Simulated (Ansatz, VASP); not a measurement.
# PC214 in two plane-wave programs, part 2 of 2

Aim: how closely do two programs agree when they are given the same cell, functional and k mesh? The cell is taken from a series of runs on this material, whose earlier steps may have relaxed, scaled, displaced or heated it; both programs get it as it stands.

VASP 6.6.1 and Ansatz 0.2.0.

So far: Set-up; Ansatz: single point, LDA.

## (3) VASP: single point, LDA

Level of this step: LDA, spin-polarised from a ferromagnetic start; plane waves and PAW (C, P) (VASP).

The same cell, functional (in two slightly different forms), mesh and smearing now go to VASP, with its own data sets.

Lines of VASP's logs that name or quote its potential files are left out, and so is its time.

The input, INCAR:

```
SYSTEM = PC214
PREC = Accurate
ENCUT = 520
EDIFF = 1E-06
NELM = 200
ISMEAR = -1
SIGMA = 0.01
LREAL = Auto
ALGO = Normal
GGA = CA
NELECT = 862
NBANDS = 581
ISPIN = 2
MAGMOM = 0 0 0 0 0 0 0 0 0 0 0 0 0.01 0.01 0.01 0.05 0 0 0 0 0 0 0 0 0 0 0 0 0.01 0.01 0.05 0.01 0 0 0.01 0.01 0 0 0.01 0.01 0 0 0 0.01 0 0 0 0 0 0 0 0 0 0 0 0 0 0 0.01 0 0 0 0 0 0 0 0 0 0 0 0 0 0 0 0 0 0.01 0.05 0.01 0.01 0 0.01 0 0.01 0 0.01 0 0.01 0 0 0 0.01 0 0 0 0 0 0.01 0.01 0 0 0.01 0.01 0 0.05 0.05 0.05 0 0 0 0 0 0 0 0 0 0 0 0 0 0.01 0 0 0 0 0 0 0 0 0 0 0 0 0 0.01 0 0 0 0 0 0 0 0 0 0 0 0 0 0 0 0 0.01 0 0 0 0 0 0 0 0 0 0 0 0 0 0 0 0.01 0 0 0 0 0 0 0 0 0 0 0 0 0 0 0.01 0 0 0 0 0 0 0 0 0 0 0 0 0 0 0 0.01 0 0 0 0 0 0 0 0 0 0 0 0 0 0 0 0.08
LORBIT = 11
LWAVE = .FALSE.
LCHARG = .FALSE.
ISIF = 2
NUPDOWN = 2
LASPH = .TRUE.
GGA_COMPAT = .FALSE.
```

The input, POSCAR:

```
PC214
1.0
   10.5951880973      0.0000000000      0.0000000000
    0.0000000000     10.5951880973      0.0000000000
    0.0000000000      0.0000000000     10.5951880973
C P
214 1
Direct
    0.0005942952      0.0005940721      0.0003781834
    0.0017669925      0.1677650524      0.1675491637
[... 3 atom lines left out ...]
    0.0858466398      0.2519018688      0.2516859801
    0.2519020918      0.0858464167      0.2516859801
    0.2519020918      0.2519018688      0.0856305281
[... 3 atom lines left out ...]
    0.1703906695      0.1703904465      0.3355873663
[... 3 atom lines left out ...]
    0.2509840302      0.2509838071      0.4267712309
[... 10 atom lines left out ...]
    0.1703906695      0.3358032550      0.1701745578
[... 3 atom lines left out ...]
    0.2509840302      0.4269871196      0.2507679184
[... 1 atom line left out ...]
    0.0005033677      0.3339505010      0.3337346123
[... 1 atom line left out ...]
    0.1641548899      0.3330181121      0.5036889920
    0.1641548899      0.5039048807      0.3328022234
    0.0828241137      0.4171783819      0.4169624933
[... 1 atom line left out ...]
    0.2460622296      0.4169487751      0.5855963316
    0.2460622296      0.5858122203      0.4167328864
[... 3 atom lines left out ...]
    0.1645534140      0.5003388069      0.6683378167
[... 29 atom lines left out ...]
    0.3358034780      0.1703904465      0.1701745578
[... 3 atom lines left out ...]
    0.4269873427      0.2509838071      0.2507679184
[... 2 atom lines left out ...]
    0.3339507240      0.0005031447      0.3337346123
    0.3330183351      0.1641546669      0.5036889920
[... 1 atom line left out ...]
    0.5039051037      0.1641546669      0.3328022234
    0.4171786050      0.0828238906      0.4169624933
    0.4169489982      0.2460620065      0.5855963316
[... 1 atom line left out ...]
    0.5858124434      0.2460620065      0.4167328864
[... 3 atom lines left out ...]
    0.5003390300      0.1645531910      0.6683378167
[... 4 atom lines left out ...]
    0.3339507240      0.3339505010      0.0002872560
    0.3330183351      0.5039048807      0.1639387782
    0.5039051037      0.3330181121      0.1639387782
[... 1 atom line left out ...]
    0.4171786050      0.4171783819      0.0826080019
    0.4169489982      0.5858122203      0.2458461178
    0.5858124434      0.4169487751      0.2458461178
[... 1 atom line left out ...]
    0.3229799906      0.4989830801      0.4987671914
    0.4989833031      0.3229797676      0.4987671914
    0.4989833031      0.4989830801      0.3227638789
    0.4141638552      0.5795764407      0.5793605520
    0.5795766638      0.4141636322      0.5793605520
    0.5795766638      0.5795764407      0.4139477435
    0.3327887283      0.3327885052      0.6669271079
[... 2 atom lines left out ...]
    0.4980652415      0.4980650184      0.6639045818
    0.4160166093      0.4160163862      0.7492478538
[... 11 atom lines left out ...]
    0.3327887283      0.6671429966      0.3325726166
[... 1 atom line left out ...]
    0.4980652415      0.6641204705      0.4978491298
[... 1 atom line left out ...]
    0.4160166093      0.7494637425      0.4158004976
[... 43 atom lines left out ...]
    0.6671432196      0.3327885052      0.3325726166
    0.6641206935      0.4980650184      0.4978491298
[... 2 atom lines left out ...]
    0.7494639655      0.4160163862      0.4158004976
[... 35 atom lines left out ...]
    0.3749836666      0.3749834436      0.3747675549
```

The input, KPOINTS:

```
Automatic mesh
0
Gamma
1 1 1
0 0 0
```

Potentials, in the order of the species: C and P (LDA family, release 64).

Command:

```console
$ export OMP_NUM_THREADS=3
$ mpirun -np 1 vasp_gam
```

Output:

```text
[banner, memory and clock lines left out]
running    1 mpi-ranks, on    1 nodes
[...]
Offloading initialized ...    1 GPUs detected
[...]
LDA part: xc-table for (Slater(with rela. corr.)+CA(PZ))
 , standard interpolation
 POSCAR, INCAR and KPOINTS ok, starting setup
[...]
entering main loop
       N       E                     dE             d eps       ncg     rms          rms(c)
DAV:   1     0.597802054423E+04    0.59780E+04   -0.52785E+05  2324   0.155E+03
DAV:   2    -0.165340524264E+04   -0.76314E+04   -0.71445E+04  3046   0.355E+02
DAV:   3    -0.223136447496E+04   -0.57796E+03   -0.57095E+03  2904   0.932E+01
DAV:   4    -0.224565596304E+04   -0.14291E+02   -0.14201E+02  2912   0.159E+01
DAV:   5    -0.224600256490E+04   -0.34660E+00   -0.34570E+00  2912   0.232E+00BRMIX: very serious problems
 the old and the new charge density differ
 old charge density:   861.00000 new  862.00000
    0.623E+01
DAV:   6    -0.217529955085E+04    0.70703E+02   -0.54158E+01  2720   0.868E+00    0.365E+01
DAV:   7    -0.215130372334E+04    0.23996E+02   -0.62480E+01  2680   0.945E+00    0.844E+00
DAV:   8    -0.215132963352E+04   -0.25910E-01   -0.19332E+00  2872   0.180E+00    0.508E+00
DAV:   9    -0.215128962811E+04    0.40005E-01   -0.13754E-01  2856   0.562E-01    0.192E+00
[...]
DAV:  13    -0.215128167574E+04   -0.25999E-04   -0.13124E-04  2912   0.195E-02    0.504E-02
DAV:  14    -0.215128168568E+04   -0.99497E-05   -0.47165E-05  2856   0.875E-03    0.261E-02
DAV:  15    -0.215128168512E+04    0.56981E-06   -0.33868E-06  2416   0.464E-03
   1 F= -.21512817E+04 E0= -.21512728E+04  d E =-.177341E-01  mag=     2.0000
```

From OUTCAR (step 3):

```text
 magnetization (x)
# of ion       s       p       d       tot
------------------------------------------
    1        0.000   0.003   0.000   0.003
    2        0.001   0.001   0.000   0.003
    3        0.001   0.001   0.000   0.003
    4        0.001   0.001   0.000   0.003
    5        0.004   0.001   0.000   0.005
    6        0.000   0.004   0.000   0.004
[...]
213        0.001   0.002   0.000   0.004
  214        0.001   0.002   0.000   0.004
  215        0.068  -0.001   0.000   0.067
--------------------------------------------------
tot          0.267   0.912   0.000   1.178
```

The run ends at a pressure of 4.85 GPa, with forces up to 0.41 eV/Å.

## (4) Side by side

Known differences besides the potentials themselves: VASP starts from the moments at which Ansatz ended; the two LDA forms differ slightly; the cutoff is 420 eV in Ansatz and 520 eV in VASP (PREC = Accurate, projectors in real space); VASP's log shows a relativistic correction to its local exchange, Ansatz's none; site moments are counted in spheres of each program's own size. Total energies have different zeros and are not compared.

Both answers:

```
                             quantity  Ansatz  VASP  difference
total moment, fixed by the input (μB)    2.00  2.00        0.00
                  moment on P215 (μB)    0.08  0.07       +0.01
                   moment on C16 (μB)    0.05  0.06       -0.01
                  moment on C105 (μB)    0.05  0.06       -0.01
                   moment on C31 (μB)    0.05  0.06       -0.01
                  moment on C106 (μB)    0.05  0.06       -0.01
                  moment on C107 (μB)    0.05  0.06       -0.01
                   moment on C78 (μB)    0.05  0.06       -0.01
```

Forces on 7 of the 215 atoms, those with the largest forces and the largest differences (eV/Å; atoms numbered as in POSCAR):

```csv
atom,"Ansatz x, y, z","VASP x, y, z"
C16,"-0.329, -0.329, -0.021","-0.291, -0.291, -0.053"
C27,"0.019, 0.179, 0.019","0.020, 0.170, 0.020"
C31,"-0.329, -0.021, -0.329","-0.291, -0.053, -0.291"
C78,"-0.021, -0.329, -0.329","-0.053, -0.291, -0.291"
C105,"0.021, 0.329, 0.329","0.053, 0.291, 0.291"
C106,"0.329, 0.021, 0.329","0.291, 0.053, 0.291"
C107,"0.329, 0.329, 0.021","0.291, 0.291, 0.053"
```

The forces differ by 7.2 meV/Å r.m.s., which is 10.5 % of the r.m.s. force of 0.069 eV/Å (both taken over all components). The cell carries a charge of -1 e against a uniform background, so its pressure also hangs on how the neutralising background is counted, and in a defect's cell a gap may be the spacing between its levels.

## (5) Results

- r.m.s. force difference (single point, LDA): 7.2 meV/Å

What this shows: The r.m.s. force difference is 7.2 meV/Å (single point, LDA), within the 12 meV/Å picked in this series as the mark of a large difference. How closely two codes agree says nothing of how well the functional describes the real material.

[Lines on the potential files, build, host, timing and source positions are cut from VASP's logs without a mark.]

[Logs are printed without paths, hosts, clocks, repeated set-up lines and the standing remarks that a program may print on its own settings, such as how far it seeks lower states.]

[Hosts, paths, dates, database ids (printed as entryN), source tags and the programs' standing remarks are cut or masked in the printed files.]
